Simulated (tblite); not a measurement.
# How the settings of tblite move a run on BeSe

Simulated with tblite 0.8.0. This is a test of settings. The cell began as a measured structure and was relaxed with r2SCAN in plane waves (Ansatz 0.2.0). All runs are without spin polarisation.

Space group F-43m (No. 216), cubic; conventional cell a = 5.162 Å, 17.19 Å³ an atom. Be has 4 Se at 2.24 Å; Se has 4 Be at 2.24 Å.

The base run uses GFN2-xTB on a cluster of 64 atoms.

```python
import json
from ase import Atoms
from ase.build import make_supercell
from ase.units import Bohr, GPa, Hartree
from tblite.interface import Calculator

atoms = Atoms(['Be', 'Se'],
              cell=[[0.0, 2.581036, 2.581036], [2.581036, 0.0, 2.581036], [2.581036, 2.581036, 0.0]],
              scaled_positions=[[-0.0, 0.0, 0.0], [0.25, 0.25, 0.25]],
              pbc=True)
cluster = make_supercell(atoms, [[-2, 2, 2], [-2, -2, 2], [2, -2, 2]])
calc = Calculator('GFN2-xTB', cluster.numbers, cluster.positions / Bohr, lattice=cluster.cell[:] / Bohr, periodic=cluster.pbc)
calc.set('temperature', 0.02 / Hartree)
calc.set('max-iter', 150)
res = calc.singlepoint()
levels = res.get('orbital-energies') * Hartree
nv = round(res.get('orbital-occupations').sum() / 2)
cells = len(cluster) // len(atoms)
out = {'energy_per_cell': res.get('energy') * Hartree / cells, 'homo': levels[nv - 1], 'lumo': levels[nv],
       'stress': (-res.get('virial') * Hartree / cluster.get_volume() / GPa).tolist(), 'charges': res.get('charges')[:len(atoms)].tolist(), 'electrons': 2 * nv / cells}
json.dump(out, open('results.json', 'w'))
for key, value in out.items():
    print(key, value)
```

Command: `python run.py`. It took 4.7 s on 1 thread of INTEL(R) XEON(R) PLATINUM 8581C CPU @ 2.30GHz (Emerald Rapids), with other jobs on the host, peak memory 0.11 GiB.

It converged with a gap of 6.02 eV and a pressure of 10.67 GPa (positive in compression). xTB was fitted to molecules, so gaps, charges and pressures of solids can be far off.

Each further run moved one setting: accuracy (scale of the thresholds); temperature (electronic temperature in eV); mixer-damping (damping of the charge mixer); charge (charge of the whole cluster); cluster (size of the cluster in conventional cells). Changes are from the base run, which isn't itself converged in every setting; energies of another Hamiltonian, functional, basis or charge aren't compared, and those at a high electronic temperature are mostly its entropy term.

```tsv
setting	how it ended	gap change (eV)	energy change (meV/atom)	pressure change (GPa)	time (s)
accuracy = 10.0	converged	0.00	0.0	0.00	4.3
temperature = 0.1	converged	0.00	0.0	0.00	4.8
mixer-damping = 0.1	converged	0.00	0.0	0.00	4.5
charge = 2.0 (poor on purpose)	converged	–	–	–	4.7
cluster = 1x1x1 (poor on purpose)	converged	0.22	471.1	5.09	0.82
```

accuracy = 10.0 changes nothing that matters here. temperature = 0.1 changes nothing that matters here. mixer-damping = 0.1 changes nothing that matters here.

Spin-orbit coupling is left out.
